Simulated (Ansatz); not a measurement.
# SnTe: the cost of one run

Method: DFT PBE, scalar-relativistic, plane waves, PAW, in Ansatz 0.2.0.

4 further runs of the same task are left out: 2 that didn't finish, 2 set aside as unsound or not needed.

### Step 1. The starting structure

It takes space group Fm-3m (No. 225, cubic). Conventional cell: a = 6.412 Å, b = 6.412 Å, c = 6.412 Å, α = 90.00°, β = 90.00°, γ = 90.00°. Around Sn (site symmetry m-3m) lie 6 Te at 3.21 Å. Te (site symmetry m-3m) has 6 Sn at 3.21 Å as nearest neighbours.

Structure file:

```xyz
2
Lattice="0.0000 3.2062 3.2062 3.2062 0.0000 3.2062 3.2062 3.2062 0.0000" Properties=species:S:1:pos:R:3 pbc="T T T"
Sn    0.0000    0.0000    0.0000
Te    3.2062    3.2062    3.2062
```

It is the end of an earlier relaxation with the same method, from a generated guess; it needn't be the stable form of this composition. At a tolerance of 0.02 Å it has space group Fm-3m (No. 225); it has 32.96 Å³/atom, an uncorrected energy of -0.29 eV/atom over the elements.

### Step 2. Bands, states and charges

input.yaml

```yaml
crystal:
  lattice:
    - [0.0, 3.2061701748, 3.2061701748]
    - [3.2061701748, 0.0, 3.2061701748]
    - [3.2061701748, 3.2061701748, 0.0]
  atoms:
    - { symbol: Sn, position: [0.0, 0.0, 0.0] }
    - { symbol: Te, position: [0.5, 0.5, 0.5] }
basis:
  ecutwfc: 420
kpoints:
  mp_grid: { grid: [10, 10, 10] }
  band_path:
    path:
      - [[0.0, 0.0, 0.0], [0.5, 0.0, 0.5], [0.625, 0.25, 0.625]]
      - [[0.375, 0.375, 0.75], [0.0, 0.0, 0.0], [0.5, 0.5, 0.5], [0.5, 0.25, 0.75], [0.5, 0.0, 0.5]]
    npoints: 14
hamiltonian:
  xc: pbe
scf:
  occupations: { method: gaussian, width: 0.01 }
  n_extra_bands: 6
output:
  forces: true
  stress: true
  eigenvalues: true
  populations: true
  dos: { projected: true, de: 0.02, nscf_kmesh: { grid: [12, 12, 12] } }
  bader: true
  write_density: true
  write_potential: true
  elf: true
  volumetric_format: npy
```

On the command line:

```bash
> ansatz run input.yaml --threads 1 --pin off --max-ram 2560MiB --backend cpu --events-out ev --progress --plain --runs-dir out
```

What time and memory should one allow on 1 thread of Intel Xeon 6975P-C (Granite Rapids), shared host?

About 16 s, with a peak of 0.42 GiB.
